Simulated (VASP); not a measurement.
# W4C5 in VASP: further runs

The runs below take W4C5 through work function, electric field gradients, with PBE, revPBE+D3(BJ).

All numbers are computed with VASP 6.6.1; they aren't measurements. Logs are shortened: lines on timing, memory, paths and dates and some standing lists are left out, and cuts for length are marked.

## 1. The undisturbed slab

The cell holds a slab with vacuum, 9 atoms: a = 2.901 Å, b = 2.901 Å, c = 26.316 Å, α = 90.00°, β = 90.00°, γ = 120.00°.

## 2. Work function, PBE (the (0 0 1) slab of WC, cut from the database cell, not relaxed)

File INCAR:

```
SYSTEM = W4C5
  PREC = Accurate
  ENCUT = 520
  EDIFF = 1E-6
  ISMEAR = 0
  SIGMA = 0.05
  LREAL = .FALSE.
  LASPH = .TRUE.
  NELM = 60
  ALGO = Normal
  ISIF = 2
  LWAVE = .FALSE.
  LCHARG = .TRUE.
  LDIPOL = .TRUE.
  IDIPOL = 3
  DIPOL = 0.5 0.5 0.500
  GGA = PE
  LELF = .TRUE.
  LVHAR = .TRUE.
  LVACPOTAV = .TRUE.
```

File KPOINTS:

```
regular mesh
0
G
  11 11 1
  0 0 0
```

File POSCAR:

```
W4C5
1.0
    2.9005014360      0.0000000000      0.0000000000
   -1.4502507180      2.5119079273      0.0000000000
    0.0000000000      0.0000000000     26.3160000000
C W
5 4
Direct
    0.6666666667      0.3333333334      0.2849977200
    0.6666666667      0.3333333334      0.3924988600
    0.6666666667      0.3333333334      0.5000000000
    0.6666666667      0.3333333334      0.6075011400
    0.6666666667      0.3333333334      0.7150022800
    0.0000000000      0.0000000000      0.3387482900
    0.0000000000      0.0000000000      0.4462494300
    0.0000000000      0.0000000000      0.5537505700
    0.0000000000      0.0000000000      0.6612517100
```

Potentials or basis: VASP PAW PBE potentials, release 64 (C, W_sv).

Command:

```bash
> cat potpaw_PBE.64/C/POTCAR potpaw_PBE.64/W_sv/POTCAR > POTCAR
> mpirun -np 1 vasp_std > vasp.out
```

OUTCAR:

```text
SYSTEM = W4C5
   PREC = Accurate
   ENCUT = 520
   EDIFF = 1E-6
   ISMEAR = 0
   LREAL = .FALSE.
   LASPH = .TRUE.
   NELM = 60
   ISIF = 2
   GGA = PE

 ion  position               nearest neighbor table
   1  0.667  0.333  0.285-   6 2.19   6 2.19   6 2.19
   2  0.667  0.333  0.392-   7 2.19   6 2.19   7 2.19   7 2.19   6 2.19   6 2.19
   3  0.667  0.333  0.500-   7 2.19   8 2.19   7 2.19   8 2.19   7 2.19   8 2.19
   4  0.667  0.333  0.608-   8 2.19   9 2.19   8 2.19   8 2.19   9 2.19   9 2.19
   5  0.667  0.333  0.715-   9 2.19   9 2.19   9 2.19
   6  0.000  0.000  0.339-   1 2.19   2 2.19   1 2.19   1 2.19   2 2.19   2 2.19   7 2.83
   7  0.000  0.000  0.446-   2 2.19   3 2.19   2 2.19   3 2.19   2 2.19   3 2.19   8 2.83   6 2.83

   8  0.000  0.000  0.554-   3 2.19   4 2.19   3 2.19   4 2.19   3 2.19   4 2.19   7 2.83   9 2.83

   9  0.000  0.000  0.661-   5 2.19   4 2.19   5 2.19   5 2.19   4 2.19   4 2.19   8 2.83

  LATTYP: Found a hexagonal cell.
 ALAT       =     2.9005014360
 C/A-ratio  =     9.0729139705

  Lattice vectors:

 A1 = (   2.9005014360,   0.0000000000,   0.0000000000)
 A2 = (  -1.4502507180,   2.5119079273,   0.0000000000)
 A3 = (   0.0000000000,   0.0000000000,  26.3160000000)

Analysis of symmetry for initial positions (statically):
=====================================================================
 Subroutine PRICEL returns:
 Original cell was already a primitive cell.

 Routine SETGRP: Setting up the symmetry group for a
 hexagonal supercell.

 Subroutine GETGRP returns: Found 12 space group operations
 (whereof 12 operations were pure point group operations)
 out of a pool of 24 trial point group operations.

The static configuration has the point symmetry D_3h.

Analysis of symmetry for dynamics (positions and initial velocities):
=====================================================================
 Subroutine PRICEL returns:
 Original cell was already a primitive cell.

 Routine SETGRP: Setting up the symmetry group for a
 hexagonal supercell.

 Subroutine GETGRP returns: Found 12 space group operations
 (whereof 12 operations were pure point group operations)
 out of a pool of 24 trial point group operations.

The dynamic configuration has the point symmetry D_3h.

 Subroutine INISYM returns: Found 12 space group operations
 (whereof 12 operations are pure point group operations),
 and found     1 'primitive' translations

----------------------------------------------------------------------------------------

                                     Primitive cell

  volume of cell :     191.7329

  direct lattice vectors                    reciprocal lattice vectors
     2.900501436  0.000000000  0.000000000     0.344767973  0.199051882  0.000000000
    -1.450250718  2.511907927  0.000000000     0.000000000  0.398103764  0.000000000
     0.000000000  0.000000000 26.316000000     0.000000000  0.000000000  0.037999696

  length of vectors
     2.900501436  2.900501436 26.316000000     0.398103764  0.398103764  0.037999696

  position of ions in fractional coordinates (direct lattice)
     0.666666667  0.333333333  0.284997720
     0.666666667  0.333333333  0.392498860
     0.666666667  0.333333333  0.500000000
     0.666666667  0.333333333  0.607501140
     0.666666667  0.333333333  0.715002280
     0.000000000  0.000000000  0.338748290
     0.000000000  0.000000000  0.446249430
     0.000000000  0.000000000  0.553750570
     0.000000000  0.000000000  0.661251710

  ion indices of the primitive-cell ions
   primitive index   ion index
                 1           1
                 2           2
                 3           3
                 4           4
                 5           5
                 6           6
                 7           7
                 8           8
                 9           9

----------------------------------------------------------------------------------------

 KPOINTS: regular mesh

Automatic generation of k-mesh.
 Grid dimensions read from file:
 generate k-points for:   11   11    1

 Generating k-lattice:

  Cartesian coordinates                     Fractional coordinates (reciprocal lattice)
     0.031342543  0.018095626  0.000000000     0.090909091 -0.000000000  0.000000000
     0.000000000  0.036191251  0.000000000     0.000000000  0.090909091  0.000000000
     0.000000000  0.000000000  0.037999696     0.000000000  0.000000000  1.000000000

  Length of vectors
     0.036191251  0.036191251  0.037999696

  Shift w.r.t. Gamma in fractional coordinates (k-lattice)
     0.000000000  0.000000000  0.000000000

 Subroutine IBZKPT returns following result:
 ===========================================

 Found     16 irreducible k-points:

 Following reciprocal coordinates:
            Coordinates               Weight
  0.000000  0.000000  0.000000      1.000000
  0.090909  0.000000  0.000000      6.000000
  0.181818  0.000000  0.000000      6.000000
  0.272727 -0.000000  0.000000      6.000000
  0.363636  0.000000  0.000000      6.000000
  0.454545  0.000000  0.000000      6.000000
[... 8 lines left out ...]
  0.272727  0.272727  0.000000      6.000000
  0.363636  0.272727  0.000000      6.000000
   k-points           NKPTS =     16   k-points in BZ     NKDIM =     16   number of bands    NBANDS=     45
   number of dos      NEDOS =    301   number of ions     NIONS =      9
   total plane-waves  NPLWV = 112896
   dimension x,y,z NGX =    24 NGY =   24 NGZ =  196
   dimension x,y,z NGXF=    48 NGYF=   48 NGZF=  392
   ions per type =               5   4
   NGX,Y,Z   is equivalent  to a cutoff of  13.76, 13.76, 12.38 a.u.
   NGXF,Y,Z  is equivalent  to a cutoff of  27.51, 27.51, 24.76 a.u.
 SYSTEM =  W4C5
   PREC   = accura    normal or accurate (medium, high low for compatibility)
   ISTART =      0    job   : 0-new  1-cont  2-samecut
   ICHARG =      2    charge: 1-file 2-atom 10-const
   ISPIN  =      1    spin polarized calculation?
   LNONCOLLINEAR =      F non collinear calculations
   LSORBIT =      F    spin-orbit coupling
   LASPH  =      T    aspherical Exc in radial PAW
   ENCUT  =  520.0 eV  38.22 Ry    6.18 a.u.   5.39  5.39 48.93*2*pi/ulx,y,z
   NELM   =     60;   NELMIN=  2; NELMDL= -5     # of ELM steps
   EDIFF  = 0.1E-05   stopping-criterion for ELM
   LREAL  =      F    real-space projection
   EDIFFG = 0.1E-04   stopping-criterion for IOM
   NSW    =      0    number of steps for IOM
   IBRION =     -1    ionic relax: 0-MD 1-quasi-New 2-CG
   NFREE  =      0    steps in history (QN), initial steepest desc. (CG)
   ISIF   =      2    stress and relaxation
   ISYM   =      2    0-nonsym 1-usesym 2-fastsym
   POTIM  = 0.5000    time-step for ionic-motion
   TEBEG  =    0.0;   TEEND  =   0.0 temperature during run
   PSTRESS=    0.0 pullay stress
   NELECT =      76.0000    total number of electrons
   NUPDOWN=      -1.0000    fix difference up-down
   EMIN   =  10.00;   EMAX   =-10.00  energy-range for DOS
   EFERMI =   0.00;   METHOD = LEGACY
   ISMEAR =     0;   SIGMA  =   0.05  broadening in eV -4-tet -1-fermi 0-gaus
   EFERMI_NEDOS =   21; number of points for ismear=-14 and -15
   IALGO  =     38    algorithm
   IMIX   =      4    mixing-type and parameters
     AMIX     =   0.40;   BMIX     =  1.00
     AMIX_MAG =   1.60;   BMIX_MAG =  1.00
  volume/ion in A,a.u.               =      21.30       143.76
  Fermi-wavevector in a.u.,A,eV,Ry     =   1.202580  2.272546 19.676711  1.446197
  Thomas-Fermi vector in A             =   2.338357
   LORBIT       =      0    0 simple, 1 ext, 2 COOP (PROOUT), +10 PAW based schemes
   GGA     = PE    functional components
   LHFCALC =     F    Hartree Fock is set to
   AEXX    =    0.0000 exact exchange contribution
   IVDW    =     0    specifies the selected vdW correction
   LEPSILON=     F    determine dielectric tensor
   LRPA    =     F    only Hartree local field effects (RPA)
 non-spin polarized calculation
 Gauss-broadening in eV      SIGMA  =   0.05
  energy-cutoff  :      520.00
  volume of cell :      191.73
 maximum number of plane-waves:      5269
 NGX is ok and might be reduce to    24
   NGX = 11   NGY = 11   NGZ = 97

 number of electron      75.9999994 magnetization

 dipolmoment           0.000000      0.000000     -0.000000 electrons x Angstroem

 Free energy of the ion-electron system (eV)
  ---------------------------------------------------
  ext. energy  EPLUGINS =         0.00000000
  ---------------------------------------------------
  free energy    TOTEN  =       -91.82669914 eV

  energy without entropy =      -91.82349036  energy(sigma->0) =      -91.82509475

 E-fermi :   1.7138     XC(G=0):  -7.1498

 val. band max:        1.6431217208   @ k =   0.3636   0.0909   0.0000
 cond. band min:       1.7302090799   @ k =   0.0000   0.0000   0.0000
 fundamental gap:      0.0870873591
 Fermi energy:         1.7137770751

 k-point     1 :       0.0000    0.0000    0.0000
  band No.  band energies     occupation
      1     -72.2603      2.00000
      2     -72.2392      2.00000
      3     -72.0738      2.00000
      4     -72.0737      2.00000
      5     -36.8882      2.00000
      6     -36.6111      2.00000
[... 37 lines left out ...]
     44       4.2326      0.00000
     45       4.2326      0.00000

 k-point     2 :       0.0909    0.0000    0.0000
  band No.  band energies     occupation
      1     -72.2556      2.00000
      2     -72.2345      2.00000
      3     -72.0690      2.00000
      4     -72.0689      2.00000
      5     -36.8750      2.00000
      6     -36.5992      2.00000
[... 664 lines left out ...]
 k-point    16 :       0.3636    0.2727    0.0000
  band No.  band energies     occupation
      1     -72.1936      2.00000
      2     -72.1732      2.00000
      3     -72.0072      2.00000
      4     -72.0071      2.00000
      5     -36.8000      2.00000
      6     -36.7473      2.00000
[... 37 lines left out ...]
     44       5.4360      0.00000
     45       5.7170      0.00000

------------------------ aborting loop because EDIFF is reached ----------------------------------------

  FORCE on cell =-STRESS in cart. coord.  units (eV):
  Direction    XX          YY          ZZ          XY          YZ          ZX
  --------------------------------------------------------------------------------------
  -------------------------------------------------------------------------------------
  Total        4.7916640      4.7916640     -5.4893362      0.0000000     -0.0000000      0.0000000
  in kB       40.0405709     40.0405709    -45.8705271      0.0000000     -0.0000000      0.0000000
  external PRESSURE =      11.4035383 kB  Pullay stress =       0.0000000 kB

 VOLUME and BASIS-vectors are now :
 -----------------------------------------------------------------------------
  energy-cutoff  :      520.00
  volume of cell :      191.73
      direct lattice vectors                 reciprocal lattice vectors
     2.900501436  0.000000000  0.000000000     0.344767973  0.199051882  0.000000000
    -1.450250718  2.511907927  0.000000000     0.000000000  0.398103764  0.000000000
     0.000000000  0.000000000 26.316000000     0.000000000  0.000000000  0.037999696

 POSITION                                       TOTAL-FORCE (eV/Angst)
 -----------------------------------------------------------------------------------
      1.45025      0.83730      7.50000        -0.000000     -0.000000      4.475807
      1.45025      0.83730     10.32900        -0.000000      0.000000      0.880859
      1.45025      0.83730     13.15800         0.000000     -0.000000      0.000000
      1.45025      0.83730     15.98700        -0.000000      0.000000     -0.880859
      1.45025      0.83730     18.81600        -0.000000     -0.000000     -4.475807
      0.00000      0.00000      8.91450         0.000000      0.000000     -5.855432
      0.00000      0.00000     11.74350        -0.000000     -0.000000     -0.179691
      0.00000      0.00000     14.57250        -0.000000      0.000000      0.179691
      0.00000      0.00000     17.40150         0.000000     -0.000000      5.855432
 -----------------------------------------------------------------------------------
    total drift:                               -0.000000     -0.000000      0.000000

  FREE ENERGIE OF THE ION-ELECTRON SYSTEM (eV)
  ---------------------------------------------------
  free  energy   TOTEN  =       -91.8266991359 eV

  energy  without entropy=      -91.8234903591  energy(sigma->0) =      -91.82509475

 vacuum level on the upper side and lower side of the slab         7.944         7.944
```

Run time: 6.4 min. Hardware: 1 thread of Intel Xeon Platinum 8375C at 2.90GHz (Ice Lake), shared host; peak memory 0.38 GiB.

Results:

```
Free energy                     : -91.8267 eV
Largest force                   : 5.855 eV/Å
Band gap on the k mesh          : none (metal or under the smearing width)
Work function of the upper face : 6.23 eV
Work function of the lower face : 6.23 eV
```

Forces on the atoms (eV/Å):
```
C    0.000  0.000  4.476
C    0.000  0.000  0.881
C    0.000  0.000  0.000
C    0.000  0.000 -0.881
C    0.000  0.000 -4.476
W    0.000  0.000 -5.855
W    0.000  0.000 -0.180
W    0.000  0.000  0.180
W    0.000  0.000  5.855
```

The run has no spin-orbit coupling, so splittings on W are missing.

## 3. Electric field gradients, revPBE+D3(BJ) (the (0 0 1) slab of WC, cut from the database cell, not relaxed)

File INCAR:

```
SYSTEM = W4C5
PREC = Accurate
ENCUT = 520
EDIFF = 1E-8
ISMEAR = 0
SIGMA = 0.05
LREAL = .FALSE.
LASPH = .TRUE.
NELM = 100
ALGO = Normal
ISIF = 2
LWAVE = .FALSE.
LCHARG = .FALSE.
GGA = RE
IVDW = 12
LEFG = .TRUE.
```

File KPOINTS:

```
Automatic mesh
0
G
  11 11 1
  0 0 0
```

POSCAR is that of step 2.

Potentials or basis: VASP PAW PBE potentials, release 54 (C, W_sv).

Command:

```bash
> cat potpaw_PBE.54/C/POTCAR potpaw_PBE.54/W_sv/POTCAR > POTCAR
> mpirun -np 1 vasp_std > vasp.out
```

OUTCAR:

```text
SYSTEM = W4C5
   PREC = Accurate
   ENCUT = 520
   EDIFF = 1E-8
   ISMEAR = 0
   LREAL = .FALSE.
   LASPH = .TRUE.
   NELM = 100
   ISIF = 2
   GGA = RE
   IVDW = 12
 IVDW          = 12

 ion  position               nearest neighbor table
   1  0.667  0.333  0.285-   6 2.19   6 2.19   6 2.19
   2  0.667  0.333  0.392-   7 2.19   6 2.19   7 2.19   7 2.19   6 2.19   6 2.19
   3  0.667  0.333  0.500-   7 2.19   8 2.19   7 2.19   8 2.19   7 2.19   8 2.19
   4  0.667  0.333  0.608-   8 2.19   9 2.19   8 2.19   8 2.19   9 2.19   9 2.19
   5  0.667  0.333  0.715-   9 2.19   9 2.19   9 2.19
   6  0.000  0.000  0.339-   1 2.19   2 2.19   1 2.19   1 2.19   2 2.19   2 2.19   7 2.83
   7  0.000  0.000  0.446-   2 2.19   3 2.19   2 2.19   3 2.19   2 2.19   3 2.19   8 2.83   6 2.83

   8  0.000  0.000  0.554-   3 2.19   4 2.19   3 2.19   4 2.19   3 2.19   4 2.19   7 2.83   9 2.83

   9  0.000  0.000  0.661-   5 2.19   4 2.19   5 2.19   5 2.19   4 2.19   4 2.19   8 2.83

  LATTYP: Found a hexagonal cell.
 ALAT       =     2.9005014360
 C/A-ratio  =     9.0729139705

  Lattice vectors:

 A1 = (   2.9005014360,   0.0000000000,   0.0000000000)
 A2 = (  -1.4502507180,   2.5119079273,   0.0000000000)
[... 998 lines left out ...]

  energy  without entropy=      -94.4226917705  energy(sigma->0) =      -94.42430929

 Electric field gradients (V/A^2)
---------------------------------------------------------------------
 ion       V_xx      V_yy      V_zz      V_xy      V_xz      V_yz
---------------------------------------------------------------------
   1     -16.072   -16.072    32.144     0.000    -0.000     0.000
   2       1.158     1.159    -2.317     0.000    -0.000     0.000
   3       1.075     1.076    -2.151     0.000     0.000    -0.000
   4       1.158     1.159    -2.317     0.000     0.000    -0.000
   5     -16.072   -16.072    32.144     0.000     0.000    -0.000
   6      35.321    35.321   -70.642     0.000    -0.000     0.000
   7      79.874    79.875  -159.749     0.000    -0.000     0.000
   8      79.874    79.875  -159.749     0.000     0.000    -0.000
   9      35.321    35.321   -70.642     0.000     0.000    -0.000
---------------------------------------------------------------------

 Electric field gradients after diagonalization (V/A^2)
 (convention: |V_zz| > |V_xx| > |V_yy|)
----------------------------------------------------------------------
 ion       V_xx      V_yy      V_zz     asymmetry (V_yy - V_xx)/ V_zz
----------------------------------------------------------------------
   1     -16.072   -16.072    32.144       0.000
   2       1.159     1.158    -2.317       0.000
   3       1.076     1.075    -2.151       0.000
   4       1.159     1.158    -2.317       0.000
   5     -16.072   -16.072    32.144       0.000
   6      35.322    35.321   -70.642       0.000
   7      79.875    79.874  -159.749       0.000
   8      79.875    79.874  -159.749       0.000
   9      35.322    35.321   -70.642       0.000
----------------------------------------------------------------------

           NMR quadrupolar parameters

 Cq : quadrupolar parameter    Cq=e*Q*V_zz/h
 eta: asymmetry parameters     (V_yy - V_xx)/ V_zz
 Q  : nuclear electric quadrupole moment in mb (millibarn)
----------------------------------------------------------------------
 ion       Cq(MHz)       eta       Q (mb)
----------------------------------------------------------------------
   1       0.078       0.000       1.000
   2      -0.006       0.000       1.000
   3      -0.005       0.000       1.000
   4      -0.006       0.000       1.000
   5       0.078       0.000       1.000
   6      -0.171       0.000       1.000
   7      -0.386       0.000       1.000
   8      -0.386       0.000       1.000
   9      -0.171       0.000       1.000
----------------------------------------------------------------------
```

stdout:

```text
POSCAR found type information on POSCAR C W
 POSCAR found :  2 types and       9 ions
 scaLAPACK will be used
 -----------------------------------------------------------------------------
|                                                                             |
|                                                                             |
|     You enforced a specific xc type in the INCAR file but a different       |
|     I HOPE YOU KNOW WHAT YOU ARE DOING!                                     |
|                                                                             |
 -----------------------------------------------------------------------------

 LDA part: xc-table for (Slater+PW92), standard interpolation
 POSCAR, INCAR and KPOINTS ok, starting setup
 FFT: planning ... GRIDC
 FFT: planning ... GRID_SOFT
 FFT: planning ... GRID
 WAVECAR not read
 entering main loop
ion   1

ion   2

ion   3

ion   4

ion   5

ion   6

ion   7

ion   8

ion   9
```

Run time: 4.6 min. Hardware: 1 thread of Intel Xeon Platinum 8375C at 2.90GHz (Ice Lake), shared host; peak memory 0.38 GiB.

What came out:

```yaml
Free_energy: -94.4259 eV
Largest_force: 5.597 eV/Å
Band_gap_on_the_k_mesh: none (metal or under the smearing width)
Dispersion_energy_per_atom: -0.688 eV
```

Forces in eV/Å, atoms in the order of the input:
```
C    0.000  0.000  4.496
C    0.000  0.000  0.947
C    0.000  0.000  0.000
C    0.000  0.000 -0.947
C    0.000  0.000 -4.496
W    0.000  0.000 -5.597
W    0.000  0.000 -0.093
W    0.000  0.000  0.093
W    0.000  0.000  5.597
```

Electric field gradients, principal values (V/Å²):
```tsv
atom	Vxx	Vyy	Vzz
1 C	-16.072	-16.072	32.144
2 C	1.158	1.159	-2.317
3 C	1.075	1.076	-2.151
4 C	1.158	1.159	-2.317
5 C	-16.072	-16.072	32.144
6 W	35.321	35.322	-70.642
7 W	79.874	79.875	-159.749
8 W	79.874	79.875	-159.749
9 W	35.321	35.322	-70.642
```

Caveat: the PAW data sets were made with another functional, which shifts forces and pressure a little. Spin-orbit coupling is left out, which matters for the levels of W.
